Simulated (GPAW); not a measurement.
Runs of GPAW 26.7.0 on AlPt. Symmetry: P2_13, No. 198, cubic system. Conventional cell: a = 4.879 Å, b = 4.879 Å, c = 4.879 Å, α = 90.00°, β = 90.00°, γ = 90.00°. Pt (site symmetry 3) is surrounded by 7 Al at 2.60 to 2.63 Å. Al (site symmetry 3) is surrounded by 7 Pt at 2.60 to 2.63 Å. The cell is a database's computed one.

```tsv
task	level	U	k mesh	band path	band points	gap on the mesh (eV)	pressure (GPa)	largest force (eV/Å)
single point	PBEsol+U	Pt d U = 3 eV	5 × 5 × 5	-	-	none	(b)	0.08
single point	PBEsol	-	6 × 6 × 6	-	-	none	-0.6	0.08
single point	PBEsol+U	Pt d U = 6 eV	5 × 5 × 5	-	-	none	-5.6	0.08
single point	PBEsol+U	Pt d U = 2 eV	5 × 5 × 5	-	-	none	-2.4	0.08
single point	PBEsol+U	Pt d U = 8 eV	5 × 5 × 5	-	-	none	-6.8	0.10
single point	PBEsol+U	Pt d U = 4 eV	5 × 5 × 5	-	-	none	(a)	0.07
single point	PBEsol+U	Pt d U = 5 eV	5 × 5 × 5	-	-	none	-4.8	0.07
band structure	PBEsol	-	5 × 5 × 5	GXMGRX,MR	60	-	-0.6	0.08
```

Alike in all rows: potentials or basis PAW data sets generated in the run's folder for this functional, pw; no spin polarisation; cell as given; cutoff (eV) 600; smearing fermi-dirac 0.05 eV.

**Question.** Fill in the values left out.

**Answer.** (a) -4.0; (b) -3.2.

Caveats: U without spin polarisation on a metal has little footing (some runs); the U is typed as a test and isn't derived for this compound (some runs).

A k mesh can miss the band edges, and the runs leave out spin-orbit coupling on Pt.

A gap of «none» marks a metal or a gap under the smearing width.

Not every run made on this cell is shown here.
